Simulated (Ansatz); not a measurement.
**ZnSe (Stilleite): single point with PBE**

**Measured values to compare with.**

From “Alloy Disordering Effects on the Thermal Conductivity and Energy Gap Temperature Dependence of Cd1−xZnxSe Ternary Crystals Grown by the Bridgman Method”, 2023, pmc:10253836, for a bulk crystal of ZnSe at 300 K: band gap 2.695 ± 0.003 eV (an exciton energy, a little under the gap).

The system is ZnSe (Stilleite).

```
Se Zn
1.0
     0.00000    2.83380    2.83380
     2.83380    0.00000    2.83380
     2.83380    2.83380    0.00000
Se Zn
1 1
Direct
  0.75000 0.75000 0.75000
  0.00000 0.00000 0.00000
```

```json
{
  "Program": "Ansatz 0.2.0",
  "Task": "single point",
  "Functional": "PBE",
  "Potentials or basis": "Ansatz PAW",
  "Cutoff": "420 eV (not typed: the program's choice for these potentials)",
  "k mesh": "8 × 8 × 8",
  "Occupations": "gaussian, width 0.02 eV",
  "Spin": "no spin polarisation"
}
```

| Quantity | Value |
| --- | --- |
| Pressure | 2.1 GPa |
| Band gap on the k mesh | 1.29 eV, direct |

Levels at points of the mesh, in eV from the valence-band top:
```
             k point  band 11  band 12  band 13  band 14  band 15  band 16  band 17  band 18
  (0.00, 0.00, 0.00)    -6.17     0.00     0.00     0.00     1.29     5.81     5.81     5.81
 (0.00, 0.00, -0.50)    -6.01    -5.23    -0.87    -0.87     2.55     6.39     6.39     8.57
(0.00, -0.50, -0.50)    -5.99    -4.75    -2.18    -2.18     2.99     3.47    10.73    11.25
```

Wall time 1.5 s on 2 threads of Intel(R) Xeon(R) Processor @ 2.70GHz (shared host), peak memory 0.35 GiB.

Measured gap of ZnSe: 2.695 eV (an exciton energy, a little under the gap; 300 K; “Alloy Disordering Effects on the Thermal Conductivity and Energy Gap Temperature Dependence of Cd1−xZnxSe Ternary Crystals Grown by the Bridgman Method”, 2023, pmc:10253836). This calculation gives 1.29 eV (-1.41 eV). So large a miss can be the level of theory's own, or it may mean another phase, state or a wrong row. Spin-orbit coupling on Se is left out. The value is that of PBE, without temperature or zero-point motion. Semilocal functionals fall short of measured gaps as a rule.
